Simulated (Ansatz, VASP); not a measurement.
**Two plane-wave programs on BN**

```
B N
1.0
     2.54101    0.00000    0.00000
    -1.27051    2.20058    0.00000
     0.00000    0.00000    4.20330
B N
2 2
Direct
  0.00000 0.00000 0.00027
  0.33333 0.66667 0.50027
  0.00000 0.00000 0.37473
  0.33333 0.66667 0.87473
```

Alike in both runs: functional PBEsol; k mesh 12 × 12 × 6; occupations gaussian, width 0.02 eV; no spin polarisation.

Ansatz relaxed the structure, and its values are those at the end. VASP's run is a single point on that final structure, the one shown.

|  | VASP | Ansatz |
| --- | --- | --- |
| version | VASP 6.6.1 | Ansatz 0.2.0 |
| potentials or method | VASP PAW PBE potentials, release 64 (B, N) | scalar-relativistic, plane waves, PAW |
| plane-wave cutoff (eV) | 520 | 420 |
| valence electrons in the cell | 16 | 16 |

```csv
,VASP,Ansatz,Ansatz less VASP
gap on the k mesh at the Fermi level (eV),4.95,4.96,+0.018
least direct gap on the mesh (eV),8.22,8.23,+0.006
pressure (GPa),0.6,0.0,-0.61
```

Caveats: the PAW data sets were made with another functional, which shifts forces and pressure a little (VASP). Expect the measured gap to be larger: semilocal functionals such as PBEsol lack the derivative discontinuity. A k mesh can miss the band edges.
